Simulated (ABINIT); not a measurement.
Crystal: SrO.

```xyz
2
Lattice="0.0000 2.5663 2.5663 2.5663 0.0000 2.5663 2.5663 2.5663 0.0000" Properties=species:S:1:pos:R:3 pbc="T T T"
Sr    2.5663    2.5663    2.5663
O     0.0000    0.0000    0.0000
```

Base run:

- Program: ABINIT 10.8.3 (patched build)
- Functional: PBE
- Potentials or basis: PseudoDojo NC SR PBE v0.4.1 standard
- Cutoff: 952 eV
- k mesh: 6 × 6 × 6
- Occupations: fixed
- Spin: no spin polarisation

Its results: band gap on the k mesh 3.32 eV, indirect (least direct gap 3.39 eV).

Question: The run is repeated on the same cell with these changes: functional from PBE to HSE06. What comes out?

Answer: Band gap on the k mesh 4.74 eV, indirect (least direct gap 4.83 eV).

HSE06 gives the wider gap, since exact exchange removes part of the self-interaction.

Caveats: Libxc's HSE differs a little from that of other programs (some runs).

A k mesh can miss the band edges.
